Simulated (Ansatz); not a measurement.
# B: what a guessed cell relaxes into, part 2 of 2

Where does this trial cell of B go when cell and atoms are let free?

Ansatz 0.2.0; DFT PBE, scalar-relativistic, plane waves, PAW.

## (4) Relaxation on the finer mesh

The end of the coarse run is made exact in the group found at a tolerance of 0.06 Å and reduced to its primitive cell.

Contents of input.yaml:

```yaml
crystal:
  lattice:
    - [2.3464338832, 0.0, 0.0]
    - [0.0, 2.3464338832, 0.0]
    - [0.0, 0.0, 1.5864615838]
  atoms:
    - { symbol: B, position: [0.5, 0.5, 0.5] }
basis:
  ecutwfc: 420
kpoints:
  mp_grid: { grid: [24, 24, 34] }
hamiltonian:
  xc: pbe
scf:
  occupations: { method: gaussian, width: 0.1 }
output:
  forces: true
  stress: true
  eigenvalues: true
  write_density: true
  write_potential: true
  elf: true
  volumetric_format: npy
relax:
  adjacent_minimum: "off"
  f_tol: 0.01
  max_steps: 80
  cell: { stress_tol: 0.05 }
```

On the command line:

```sh
$ ansatz run input.yaml --threads 1 --pin off --max-ram 2560MiB --backend cpu --events-out ev --progress --plain --runs-dir out
```

Standard output:

```text
Warning: RAYON_NUM_THREADS=1 ignored (pool sized by the plan → 1); use --threads N
Engine: ansatz 0.2.0, x86_64-unknown-linux-gnu
Pseudopotentials: kind: paw
Pseudopotential: B, paw, valence charge 3, recommended cutoff 420 eV (normal), B.paw.azcp
Functional definition: PBE
  parameter kappa = 0.804
  parameter beta = 0.06672455060314922
  exchange = pbe_x(kappa = kappa, mu = beta*pi^2/3)
  correlation = pbe_c(beta = beta)
Crystal: 1 atoms, lattice volume = 8.735 Å³
Basis set: ecut = 420 eV, 177 PW (Γ), exchange–correlation on 32×32×24 points (8 copies of the dense FFT grid, shifted against one another)
Bands: 6, of which v1, the nominal top of the filled ones, is band 2 counted from 1 (1 counted from 0)
Symmetry: 16 space group operations
Space group: P4/mmm (ITA 123), of the structure as read, at distance tolerance 2.1e-5 Å
k-points: 1638 of 19584
Non-local potential: B, projectors of the file, l = 0: 2, l = 1: 2, l = 2: 1
PAW form: soft (Blöchl's): semilocal exchange-correlation on the pseudo side does not see the compensation charge
PAW one-centre angular grid: B, 110 points (default); XC on 64 Gauss nodes
Initial density: superposition of atomic densities (neutral atoms: chi_scale 0, normalization atom), corrected by the library's trained network
Initial wavefunctions: pseudopotential atomic-orbital guess
Functional: x = pbe(κ = 0.804, μ = 0.2195149727645171), c = pbe(β = 0.06672455060314922)
SCF iter   1: F=—  HF=-154.860070 eV  |F-HF|=—  |Δ(HF+E_count)|=         —  Δρ=5.22e-3  dr2=2.12e-3  ethr=1.77e-3  ⟨swp⟩=5.3  Hψ=78952  notcnv=0
preconditioner: auto → none  [metal: Δε(μ)=0.004 eV  Ē_g=20.518 eV  σ=0.100 eV  W_gap=0.02  n_scr=0 (ndim 8)  ℏωp=21.8 eV  f_vac=0.000  D(μ)=0.26/eV (n_scr^D=0)]
SCF iter   2: F=—  HF=-154.859460 eV  |F-HF|=—  |Δ(HF+E_count)|=   6.11e-4  Δρ=2.43e-3  dr2=4.17e-4  ethr=7.06e-5  ⟨swp⟩=1.0  Hψ=22932  notcnv=0
SCF iter   3: F=—  HF=-154.859414 eV  |F-HF|=—  |Δ(HF+E_count)|=   4.59e-5  Δρ=4.35e-4  dr2=1.08e-5  ethr=1.39e-5  ⟨swp⟩=1.9  Hψ=11007  notcnv=0
SCF iter   4: F=—  HF=-154.859414 eV  |F-HF|=—  |Δ(HF+E_count)|=   1.21e-7  Δρ=1.19e-4  dr2=1.04e-6  ethr=3.60e-7  ⟨swp⟩=1.9  Hψ=11228  notcnv=0
SCF iter   5: F=—  HF=-154.859413 eV  |F-HF|=—  |Δ(HF+E_count)|=   2.79e-7  Δρ=3.94e-5  dr2=1.11e-7  ethr=3.48e-8  ⟨swp⟩=1.1  Hψ=9142  notcnv=0
SCF iter   6: F=-154.859413 eV  HF=-154.859413 eV  |F-HF|=1.27e-9  |Δ(HF+E_count)|=   3.72e-8  Δρ=5.99e-6  dr2=2.59e-9  ethr=3.33e-9  ⟨swp⟩=7.4  Hψ=39288  notcnv=0
the search or the solves at the SCF's close seem to have found levels that the self-consistency loop had missed (the run counts 1). By its estimate they hold under 1e-12 electrons; where the run keeps them, the occupations were computed again with them
SCF 1 converged in 6 iterations: F = -154.859413 eV  dr2 = 2.59e-9
relax step   1: F+E_penalty+E_count = -154.85941326 eV  Δ(F+E_penalty+E_count) = +0.000e0 eV  max|allowed force component| = 0.000e0 eV/Å  Δτ_max = 0.0000 Å  P = -0.188 GPa  Ω = 8.735 Å³  (6 SCF iters, dr2 threshold 1.00e-7 eV, accepted)
Crystal: 1 atoms, lattice volume = 8.731 Å³
Initial density: handed on by an earlier stage of this run
Initial wavefunctions: those handed on with the density
iter 1 solved again at ethr=3.93e-8 eV; its pass at ethr=3.10e-3 eV (dr2=1.18e-6 eV) is discarded
SCF iter   1: F=—  HF=-154.859424 eV  |F-HF|=—  |Δ(HF+E_count)|=         —  Δρ=1.27e-4  dr2=1.21e-6  ethr=3.93e-8  ⟨swp⟩=1.0  Hψ=91350  notcnv=0
preconditioner: auto → none  [metal: Δε(μ)=0.003 eV  Ē_g=20.515 eV  σ=0.100 eV  W_gap=0.02  n_scr=0 (ndim 8)  ℏωp=21.8 eV  f_vac=0.000  D(μ)=0.26/eV (n_scr^D=0)]
SCF iter   2: F=—  HF=-154.859426 eV  |F-HF|=—  |Δ(HF+E_count)|=   2.70e-6  Δρ=4.37e-5  dr2=1.36e-7  ethr=3.93e-8  ⟨swp⟩=1.0  Hψ=9829  notcnv=0
SCF iter   3: F=-154.859426 eV  HF=-154.859426 eV  |F-HF|=3.13e-11  |Δ(HF+E_count)|=   5.47e-8  Δρ=2.44e-6  dr2=2.35e-10  ethr=3.33e-9  ⟨swp⟩=6.2  Hψ=28837  notcnv=0
SCF 2 converged in 3 iterations: F = -154.859426 eV  dr2 = 2.35e-10
relax step   2: F+E_penalty+E_count = -154.85942621 eV  Δ(F+E_penalty+E_count) = -1.295e-5 eV  max|allowed force component| = 0.000e0 eV/Å  Δτ_max = 0.0000 Å  P = -0.058 GPa  Ω = 8.731 Å³  energy of the carried Pulay correction = +7.430e-6 eV  (3 SCF iters, dr2 threshold 1.00e-7 eV, accepted)
Crystal: 1 atoms, lattice volume = 8.729 Å³
iter 1 solved again at ethr=7.09e-9 eV; its pass at ethr=3.10e-3 eV (dr2=2.13e-7 eV) is discarded
SCF iter   1: F=—  HF=-154.859427 eV  |F-HF|=—  |Δ(HF+E_count)|=         —  Δρ=5.37e-5  dr2=2.18e-7  ethr=7.09e-9  ⟨swp⟩=1.0  Hψ=91340  notcnv=0
preconditioner: auto → none  [metal: Δε(μ)=0.003 eV  Ē_g=20.519 eV  σ=0.100 eV  W_gap=0.02  n_scr=0 (ndim 8)  ℏωp=21.8 eV  f_vac=0.000  D(μ)=0.26/eV (n_scr^D=0)]
SCF iter   2: F=-154.859430 eV  HF=-154.859430 eV  |F-HF|=1.31e-8  |Δ(HF+E_count)|=   3.08e-6  Δρ=1.86e-5  dr2=2.45e-8  ethr=2.01e-9  ⟨swp⟩=5.0  Hψ=34476  notcnv=0
SCF 3 converged in 2 iterations: F = -154.859430 eV  dr2 = 2.45e-8
relax step   3: F+E_penalty+E_count = -154.85943036 eV  Δ(F+E_penalty+E_count) = -4.149e-6 eV  max|allowed force component| = 0.000e0 eV/Å  Δτ_max = 0.0000 Å  P = -0.002 GPa  Ω = 8.729 Å³  energy of the carried Pulay correction = +1.101e-5 eV  (2 SCF iters, dr2 threshold 6.02e-8 eV, accepted)
Initial wavefunctions: pseudopotential atomic-orbital guess (no wavefunctions were taken with the density)
iter 1 solved again at ethr=5.14e-7 eV; its pass at ethr=3.10e-3 eV (dr2=1.54e-5 eV) is discarded
SCF iter   1: F=—  HF=-154.859417 eV  |F-HF|=—  |Δ(HF+E_count)|=         —  Δρ=1.88e-5  dr2=2.43e-8  ethr=5.14e-7  ⟨swp⟩=1.9  Hψ=104542  notcnv=0
eigensolver tolerance schedule: the retry pair's looser diagonalisation over-reported the residual by 633.44 of it (diagonalisation noise at 0.12 of the residual, at the tolerance the schedule requests for it); recorded, not acted on — ethr = c·dr2/N_el stays at c = 1.0e-1
SCF iter   2: F=—  HF=-154.859420 eV  |F-HF|=—  |Δ(HF+E_count)|=   3.09e-6  Δρ=7.24e-6  dr2=3.10e-9  ethr=8.10e-10  ⟨swp⟩=1.6  Hψ=11216  notcnv=0
SCF iter   3: F=—  HF=-154.859420 eV  |F-HF|=—  |Δ(HF+E_count)|=  9.71e-10  Δρ=6.04e-7  dr2=1.24e-11  ethr=1.03e-10  ⟨swp⟩=1.4  Hψ=10701  notcnv=0
SCF iter   4: F=-154.859420 eV  HF=-154.859420 eV  |F-HF|=5.68e-14  |Δ(HF+E_count)|=  4.06e-12  Δρ=6.60e-8  dr2=1.64e-13  ethr=1.00e-12  ⟨swp⟩=4.3  Hψ=25086  notcnv=0
SCF 4 converged in 4 iterations: F = -154.859420 eV  dr2 = 1.64e-13
relax step   4: F+E_penalty+E_count = -154.85941964 eV  Δ(F+E_penalty+E_count) = +1.073e-5 eV  max|allowed force component| = 0.000e0 eV/Å  Δτ_max = 0.0000 Å  P = -0.002 GPa  Ω = 8.729 Å³  stress off target by 3.44e-3 GPa  SCF on the basis re-selected at this cell (its energy is not comparable with the rows above)  (4 SCF iters)
basis re-selected at this cell: Δ(F+E_penalty+E_count) = +1.073e-5 eV, ΔP = -0.000 GPa vs the last step (what re-selecting the basis moved, of the pressure what is left beyond the Pulay correction that the steps carried, after the strain that the cell walked since its last selection, with what the two solves' SCF thresholds leave and, on support functions, any second-order correction that the steps lacked; it is no measure of the basis error at this ecutwfc). This SCF's stress stands 3.44e-3 GPa from its target on what of the cell is left free (relax.cell.stress_tol is 5.00e-2 GPa) and its largest allowed force component is 0.00e0 eV/Å (relax.f_tol is 1.00e-2 eV/Å): within both
SCF converged after 4 iterations
Free energy (F): -154.859420 eV
Harris-Foulkes:  -154.859420 eV  (|F-HF|=5.68e-14)
Internal energy: -154.858118 eV  (E = F + TS)
E sigma→0 (E₀):  -154.858769 eV
Entropy (-TS):   -0.001302 eV (-1.302 meV/atom)
Fermi energy:    7.586429 eV
--- Per-component energies (eV) ---
  E_band       = 4.739199
  E_kinetic    = 45.187622
  E_local      = -23.679154  (includes V_loc(G=0)·N_el)
  E_nonlocal   = 13.035870
  E_hartree    = 4.774532
  E_xc         = -31.021194
  E_vxc        = -36.649992  (∫ρ·V_xc dr)
  E_paw        = -78.613677  (= ΣΔE_a)
  E_vpaw       = -2.704207  (= ΣTr[D̂ρ^β])
  E_aug_tail   = -0.000002  (compensation charges beyond the density's cutoff)
  E_ewald      = -84.542114
  E_smearing   = -0.001302  (= −TS)
  E_closure    = 0.000000  (closes the sum)
  Σ components = -154.859420   (vs F -154.859420, Δ=0.00e0)
--- Forces (eV/Å), atoms counted from 1 ---
  atom   1  B      0.00000000    -0.00000000     0.00000000
  max |Σ_I F_I| component: 1.97e-31 eV/Å
--- Stress (GPa, compression-positive) ---
       -0.001689       0.000000       0.000000
        0.000000      -0.001689       0.000000
        0.000000       0.000000      -0.003443
  P = ⅓ Tr σ = -0.0023 GPa (-0.023 kbar)
--- Band table (eV; the first three rows and the last of 1638) ---
  k-point 0: bands = ["-6.3326", "12.0742", "12.0742", "21.9365", "23.0396", "33.9776"]
  k-point 1: bands = ["-6.2935", "12.1204", "12.1204", "21.9878", "22.9818", "33.7682"]
  k-point 2: bands = ["-6.1766", "12.2592", "12.2592", "22.1419", "22.8010", "33.2082"]
  k-point 1637: bands = ["5.4052", "14.3392", "14.3392", "21.2766", "22.8385", "22.8385"]
--- Relaxed structure (3 steps of the walk, 3 accepted, 1 SCFs on fresh bases) ---
  F+E_penalty+E_count = -154.85941964 eV   max|allowed force component| = 0.000e0 eV/Å   (the final SCF, on the basis selected at the relaxed cell)
  cell:  # Å, volume = 8.7285 Å³
    - [2.346108578281018, 2.5714694086324313e-36, 0.0]
    - [2.5714694086324313e-36, 2.346108578281018, 0.0]
    - [0.0, 0.0, 1.5857886588098162]
  atoms:
    - { symbol: B, position: [0.5, 0.5, 0.5] }
```

Run time: 18 s. Hardware: 1 thread of Intel Xeon 6975P-C (Granite Rapids), shared host; peak memory 0.47 GiB.

The steps of the relaxation:

```csv
step,energy from step 1 (eV/cell),largest force component (eV/Å),pressure (GPa),volume (Å³)
1,0.0000,0.0000,-0.19,8.73
2,0.0000,0.0000,-0.06,8.73
3,0.0000,0.0000,0.00,8.73
4,0.0000,0.0000,0.00,8.73
```

Step 1 is the start. Step 4 repeats the geometry before it on a plane-wave basis chosen anew for that cell, so its energy need not be comparable with the rows above.

|  | before | after | change |
| --- | --- | --- | --- |
| a (Å) | 2.346 | 2.346 | 0.0 % |
| b (Å) | 2.346 | 2.346 | 0.0 % |
| c (Å) | 1.586 | 1.586 | 0.0 % |
| volume (Å³/atom) | 8.73 | 8.73 | -0.1 % |
| shortest distance (Å) | 1.586 | 1.586 | 0.0 % |
| space group (0.01 Å) | P4/mmm | P4/mmm | same |

Forces and stress were held to the start's 16 operations: a distortion of lower symmetry was not tested.

Density in a lattice plane of the grid's cell (edges 2.35 and 1.59 Å, at 0.500 of the third edge), which holds B.

Values in e/Å³, 8 rows by 12 columns:
```
0.24 0.27 0.38 0.57 0.83 1.09 1.19 1.09 0.83 0.57 0.38 0.27
0.24 0.28 0.38 0.56 0.78 0.96 1.02 0.96 0.78 0.56 0.38 0.28
0.25 0.28 0.37 0.52 0.62 0.60 0.55 0.60 0.62 0.52 0.37 0.28
0.25 0.28 0.37 0.49 0.51 0.37 0.25 0.37 0.51 0.49 0.37 0.28
0.25 0.28 0.37 0.52 0.62 0.60 0.55 0.60 0.62 0.52 0.37 0.28
0.24 0.28 0.38 0.56 0.78 0.96 1.02 0.96 0.78 0.56 0.38 0.28
0.24 0.27 0.38 0.57 0.83 1.09 1.19 1.09 0.83 0.57 0.38 0.27
0.23 0.27 0.38 0.57 0.83 1.08 1.19 1.08 0.83 0.57 0.38 0.27
```
Columns run along the first of these edges and rows up along the second, over one cell in 12 and 8 even steps from the bottom left corner. Atoms in the plane (fractional): B at (0.50, 0.50).

ELF in the same plane.

Ten even steps from ' ' (0.00) to '@' (0.95):
```
--====++##%%%%@@@@@@@@@@@@@@@@@@@@@@%%%%##++====
--====++####%%%%@@@@@@@@@@@@@@@@@@%%%%####++====
--====++**######%%%%%%%%%%%%%%%%%%######**++====
--====++**********++++++++++++++**********++====
======++++++++==--::::::..::::::--==++++++++====
======++++====--::..          ..::--====++++====
======++++==--::                  ::--==++++====
======++++====--::..          ..::--====++++====
======++++++++==--::::::..::::::--==++++++++====
--====++**********++++++++++++++**********++====
--====++**######%%%%%%%%%%%%%%%%%%######**++====
--====++####%%%%@@@@@@@@@@@@@@@@@@%%%%####++====
--====++##%%%%@@@@@@@@@@@@@@@@@@@@@@%%%%##++====
--====**##%%@@@@@@@@@@@@@@@@@@@@@@@@@@%%##**====
```
Columns run along the first of these edges and rows up along the second, over one cell in 24 and 14 even steps from the bottom left corner. Atoms in the plane (fractional): B at (0.50, 0.50).

Both are smooth fields of the valence electrons: close to the nuclei they are not physical.

Outside the cores ELF peaks at 0.95 on the B–B line, 0.6 Å from B.

## (5) Changed: n_extra_bands 16, preconditioner none

Contents of input.yaml:

```yaml
crystal:
  lattice:
    - [2.3461085783, 0.0, 0.0]
    - [0.0, 2.3461085783, 0.0]
    - [0.0, 0.0, 1.5857886588]
  atoms:
    - { symbol: B, position: [0.5, 0.5, 0.5] }
basis:
  ecutwfc: 420
kpoints:
  mp_grid: { grid: [24, 24, 34] }
hamiltonian:
  xc: pbe
scf:
  occupations: { method: gaussian, width: 0.1 }
  n_extra_bands: 16
  mixing: { preconditioner: none }
output:
  forces: true
  eigenvalues: true
  stress: true
```

On the command line:

```sh
$ ansatz run input.yaml --threads 1 --pin off --max-ram 2560MiB --backend cpu --events-out ev --progress --plain --runs-dir out
```

Standard output (excerpt; [...] marks lines left out):

```text
Warning: RAYON_NUM_THREADS=1 ignored (pool sized by the plan → 1); use --threads N
scf.n_extra_bands = 16 over 2 filled bands (N_el = 3.0): the run solves 18 bands
[...]
Pseudopotentials: kind: paw
Pseudopotential: B, paw, valence charge 3, recommended cutoff 420 eV (normal), B.paw.azcp
Functional definition: PBE
[...]
Crystal: 1 atoms, lattice volume = 8.729 Å³
Basis set: ecut = 420 eV, 177 PW (Γ), exchange–correlation on 32×32×24 points (8 copies of the dense FFT grid, shifted against one another)
Bands: 18, of which v1, the nominal top of the filled ones, is band 2 counted from 1 (1 counted from 0)
Symmetry: 16 space group operations
Space group: P4/mmm (ITA 123), of the structure as read, at distance tolerance 2.1e-5 Å
k-points: 1638 of 19584
[...]
SCF iter   1: F=—  HF=-154.860044 eV  |F-HF|=—  |Δ(HF+E_count)|=         —  Δρ=5.44e-3  dr2=2.31e-3  ethr=1.77e-3  ⟨swp⟩=5.1  Hψ=138329  notcnv=0  defer=12185
[...]
SCF iter   6: F=-154.859420 eV  HF=-154.859420 eV  |F-HF|=4.08e-11  |Δ(HF+E_count)|=   5.79e-9  Δρ=1.20e-6  dr2=9.84e-11  ethr=5.98e-10  ⟨swp⟩=6.9  Hψ=153248  notcnv=0
[...]
SCF converged after 6 iterations
Free energy (F): -154.859420 eV
[...]
E sigma→0 (E₀):  -154.858769 eV
Entropy (-TS):   -0.001302 eV (-1.302 meV/atom)
Fermi energy:    7.586423 eV
[...]
--- Forces (eV/Å), atoms counted from 1 ---
  atom   1  B      0.00000000    -0.00000000    -0.00000000
[...]
--- Stress (GPa, compression-positive) ---
       -0.001609       0.000000      -0.000000
        0.000000      -0.001609      -0.000000
       -0.000000      -0.000000      -0.003802
  P = ⅓ Tr σ = -0.0023 GPa (-0.023 kbar)
--- Band table (eV; the first three rows and the last of 1638) ---
  k-point 0: bands = ["-6.3326", "12.0742", "12.0742", "21.9365", "23.0396", "33.9776", "43.4745", "43.4745", "45.6253", "47.9909", "57.1640", "68.4377", "71.2597", "71.2597", "75.2077", "75.2077", "81.5001", "81.8095"]
[...]
```

Wall time 5.9 s (1 thread of Intel Xeon 6975P-C (Granite Rapids), shared host); peak memory 0.52 GiB.

| run | ending | energy change | pressure (GPa) | gap (eV) | force (eV/Å) | cycles | time |
| --- | --- | --- | --- | --- | --- | --- | --- |
| step 4 | converged | 0 | 0.0 | 0.00 | 0.00 | - | 18 s |
| variant | converged | 0.0 meV/atom | 0.0 | 0.00 | 0.00 | 6 | 5.9 s |

Same state: the changed band count and mixing leaves the energy within 0.5 meV/atom.

## (6) What came out

This closing draws on all 2 parts. Changes of volume or cell count from the first structure of part 1.

| quantity | value |
| --- | --- |
| symmetry at the end (tolerance 0.05 Å) | space group P4/mmm (No. 123) |
| conventional cell | a = 2.346 Å, b = 2.346 Å, c = 1.586 Å, α = 90.00°, β = 90.00°, γ = 90.00° |
| volume | 8.73 Å³/atom |
| energy over the standard state | +1.06 eV/atom |
| gap on the mesh | none (metal) |

The symmetry goes from space group Pmmm (No. 47) to space group P4/mmm (No. 123), and the volume per atom grows by 3.5 % from the first guess. It lies above the element's standard state, so it is metastable at best. No finished test with a distortion of lower symmetry is shown, so the end may be a saddle point.
